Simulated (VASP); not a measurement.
The system is BeS.

```
S Be
1.0
     0.00000    2.42500    2.42500
     2.42500    0.00000    2.42500
     2.42500    2.42500    0.00000
S Be
1 1
Direct
  0.75000 0.75000 0.75000
  0.00000 0.00000 0.00000
```

Base run:

* Program: VASP 6.6.1
* Functional: HSE03
* Potentials or basis: VASP PAW PBE potentials, release 64 (S, Be)
* Cutoff: 520 eV
* k mesh: 6 × 6 × 6
* Occupations: gaussian, width 0.02 eV
* Spin: no spin polarisation

Its results: band gap on the k mesh 3.85 eV, indirect (least direct gap 6.64 eV); pressure 0.2 GPa.

**Question.** The run is repeated on the same cell with these changes: functional from HSE03 to r2SCAN-EpsX. What comes out?

**Answer.** Band gap on the k mesh 4.67 eV, indirect (least direct gap 7.54 eV); pressure 0.7 GPa.

Caveats: the PAW data sets were made with another functional, which shifts forces and pressure a little.
